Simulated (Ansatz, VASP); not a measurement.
One calculation of BN, two programs

INCAR

```
SYSTEM = BN
PREC = Accurate ; ENCUT = 600
EDIFF = 1E-6 ; ISMEAR = 0
SIGMA = 0.1 ; LREAL = .False.
LASPH = .True. ; NELM = 80
ALGO = Normal ; ISIF = 3
LWAVE = .False. ; LCHARG = .False.
GGA = PE ; IBRION = 2
NSW = 90 ; EDIFFG = -0.04
```

KPOINTS

```
Automatic mesh
0
Gamma
  4 4 4
  0 0 0
```

POSCAR

```
BN
1.0
    4.0186292600      0.0000000000      0.0000000000
    0.0000000000      4.0186292600      0.0000000000
    0.0000000000      0.0000000000      4.0186292600
B N
4 4
Direct
    0.8750000000      0.8750000000      0.8750000000
    0.6250000000      0.1250000000      0.3750000000
    0.1250000000      0.3750000000      0.6250000000
    0.3750000000      0.6250000000      0.1250000000
    0.3750000000      0.3750000000      0.3750000000
    0.1250000000      0.6250000000      0.8750000000
    0.6250000000      0.8750000000      0.1250000000
    0.8750000000      0.1250000000      0.6250000000
```

Input for Ansatz:

```yaml
crystal:
  lattice:
    - [4.01862926, 0.0, 0.0]
    - [0.0, 4.01862926, 0.0]
    - [0.0, 0.0, 4.01862926]
  atoms:
    - { symbol: B, position: [0.875, 0.875, 0.875] }
    - { symbol: B, position: [0.625, 0.125, 0.375] }
    - { symbol: B, position: [0.125, 0.375, 0.625] }
    - { symbol: B, position: [0.375, 0.625, 0.125] }
    - { symbol: "N", position: [0.375, 0.375, 0.375] }
    - { symbol: "N", position: [0.125, 0.625, 0.875] }
    - { symbol: "N", position: [0.625, 0.875, 0.125] }
    - { symbol: "N", position: [0.875, 0.125, 0.625] }
basis:
  ecutwfc: 420
kpoints:
  mp_grid: { grid: [4, 4, 4] }
hamiltonian:
  xc: pbe
scf:
  occupations: { method: gaussian, width: 0.1 }
  lower_state_search: "off"
output:
  forces: true
  stress: true
  eigenvalues: true
relax:
  adjacent_minimum: "off"
  f_tol: 0.04
  max_steps: 70
  cell: { stress_tol: 0.4 }
```

Alike in both runs: task relaxation of cell and atoms; functional PBE; k mesh 4 × 4 × 4; occupations gaussian, width 0.1 eV; no spin polarisation.

|  | VASP | Ansatz |
| --- | --- | --- |
| version | VASP 6.6.1 | Ansatz 0.2.0 |
| potentials or method | VASP PAW PBE potentials, release 64 (B, N) | scalar-relativistic, plane waves, PAW |
| plane-wave cutoff (eV) | 600 | 420 |
| valence electrons in the cell | 32 | 32 |

```tsv
	VASP	Ansatz	Ansatz less VASP
gap on the k mesh at the Fermi level, each at its own relaxed structure (eV)	1.31	1.33	+0.013
relaxed volume (Å³/atom)	9.05	9.04	-0.015
relaxed cell length with the largest relative difference (Å)	4.168	4.166	-0.0024
energy change over the relaxation (meV/atom)	-79	-80	-0.4
```

A k mesh can miss the band edges. Expect the measured gap to be larger: semilocal functionals such as PBE lack the derivative discontinuity.
